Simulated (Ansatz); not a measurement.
input.yaml (Ansatz)

```yaml
crystal:
  lattice:
    - [4.5055076168, 0.0, 0.0]
    - [-2.2527538084, 3.9018840531, 0.0]
    - [0.0, 0.0, 5.7255364225]
  atoms:
    - { symbol: Te, position: [0.2535874846, 1.0, 0.3333333333] }
    - { symbol: Te, position: [1.0, 0.2535874846, 0.6666666667] }
    - { symbol: Te, position: [0.7464125154, 0.7464125154, 0.0] }
hamiltonian:
  xc: r2scan
  pseudopotentials:
    kind: paw
    azcp:
      Te: "pseudopotentials/Te.paw.azcp"
basis:
  ecutwfc: 500
  fft_grid_basis: typed
kpoints:
  mp_grid: { grid: [7, 7, 5], shift: [0, 0, 0] }
magnetization:
  spin_polarized: false
scf:
  occupations: { method: fermi_dirac, width: 0.05 }
output:
  stress: true
```

and its output:

```
Engine: ansatz 0.2.0, x86_64-unknown-linux-gnu
Pseudopotentials: kind: paw
Pseudopotential: Te, paw, valence charge 16, recommended cutoff 500 eV (meta_gga) 
Functional definition: r2SCAN
  parameter k0 = 0.174
  parameter k1 = 0.065
  parameter a1 = 4.9479
  exchange = r2scan_x(k0 = k0, k1 = k1, a1 = a1)
  correlation = r2scan_c
Crystal: 3 atoms, lattice volume = 100.655 Å³
Basis set: ecut = 500 eV, 2535 PW (Γ), exchange–correlation on 144×144×180 points (64 copies of the dense FFT grid, shifted against one another)
Bands: 28, of which v1, the nominal top of the filled ones, is band 24 counted from 1 (23 counted from 0)
Symmetry: 6 space group operations
Space group: P3121 (ITA 152), of the structure as read, at distance tolerance 4.7e-5 Å
k-points: 32 of 245 (time reversal used)
Non-local potential: Te, projectors of the file, l = 0: 2, l = 1: 2, l = 2: 2, l = 3: 2
PAW form: soft (Blöchl's): semilocal exchange-correlation on the pseudo side does not see the compensation charge
PAW frozen core: Te, regenerated for the run's functional (the file was generated under x = pbe(κ = 0.804, μ = 0.2195149727645171), c = pbe(β = 0.06672455060314922))
PAW one-centre angular grid: Te, 590 points (default); XC on 160 Gauss nodes
Initial density: superposition of atomic densities (neutral atoms: chi_scale 0, normalization atom), corrected by the library's trained network
Initial wavefunctions: pseudopotential atomic-orbital guess
Functional: x = r2scan, c = r2scan; τ floored in thin density (d = 2e-4 eV/Å³)
SCF iter   1: F=—  HF=-20984.337222 eV  |F-HF|=—  |Δ(HF+E_count)|=         —  Δρ=3.01e-3  dr2=6.80e-3  dr2_τ=4.19e-3  ethr=1.77e-3  ⟨swp⟩=7.2  Hψ=4142  notcnv=0
SCF iter   2: F=—  HF=-20984.353942 eV  |F-HF|=—  |Δ(HF+E_count)|=   1.67e-2  Δρ=1.89e-3  dr2=2.26e-3  dr2_τ=3.72e-5  ethr=1.42e-5  ⟨swp⟩=3.0  Hψ=2089  notcnv=0
SCF iter   3: F=—  HF=-20984.355566 eV  |F-HF|=—  |Δ(HF+E_count)|=   1.62e-3  Δρ=4.65e-4  dr2=1.35e-4  dr2_τ=1.58e-5  ethr=4.71e-6  ⟨swp⟩=2.0  Hψ=1723  notcnv=0
SCF iter   4: F=—  HF=-20984.355514 eV  |F-HF|=—  |Δ(HF+E_count)|=   5.11e-5  Δρ=1.52e-4  dr2=1.58e-5  dr2_τ=4.61e-7  ethr=2.82e-7  ⟨swp⟩=2.0  Hψ=1664  notcnv=0
SCF iter   5: F=—  HF=-20984.355532 eV  |F-HF|=—  |Δ(HF+E_count)|=   1.74e-5  Δρ=2.74e-5  dr2=7.22e-7  dr2_τ=2.08e-8  ethr=3.28e-8  ⟨swp⟩=2.0  Hψ=1664  notcnv=0
SCF iter   6: F=-20984.355533 eV  HF=-20984.355533 eV  |F-HF|=1.72e-8  |Δ(HF+E_count)|=   7.65e-7  Δρ=5.40e-6  dr2=3.74e-8  dr2_τ=1.64e-9  ethr=2.08e-10  ⟨swp⟩=5.9  Hψ=3650  notcnv=0
SCF 1 converged in 6 iterations: F = -20984.355533 eV  dr2 = 3.74e-8
SCF converged after 6 iterations
Free energy (F): -20984.355533 eV
Harris-Foulkes:  -20984.355533 eV  (|F-HF|=1.72e-8)
Internal energy: -20984.355526 eV  (E = F + TS)
E sigma→0 (E₀):  -20984.355529 eV
Entropy (-TS):   -0.000006 eV (-0.002 meV/atom)
Fermi energy:    9.161233 eV
--- Per-component energies (eV) ---
  E_band       = -830.597858
  E_kinetic    = 541.838590
  E_local      = -3873.931569  (includes V_loc(G=0)·N_el)
  E_nonlocal   = -931.208673
  E_hartree    = 2460.273360
  E_xc         = -345.753067
  E_vxc        = -335.378834  (∫ρ·V_xc dr)
  E_paw        = -14058.604781  (= ΣΔE_a)
  E_vpaw       = -1172.941659  (= ΣTr[D̂ρ^β])
  E_aug_tail   = -0.000120  (compensation charges beyond the density's cutoff)
  E_vtau       = 20.485396  (kinetic-family band-sum trace: ∫τ·v_τ [+ j·A + Jᵃ·Aᵃ] dr)
  E_ewald      = -4777.823833
  E_core_change = 0.854566  (= ΣΔE_core)
  E_smearing   = -0.000006  (= −TS)
  E_closure    = -0.000000  (closes the sum)
  Σ components = -20984.355533   (vs F -20984.355533, Δ=0.00e0)
--- Stress (GPa, compression-positive) ---
        3.711174      -0.000000       0.000000
        0.000000       3.711174       0.000000
        0.000000       0.000000       5.981508
  P = ⅓ Tr σ = 4.4680 GPa (44.680 kbar)
```
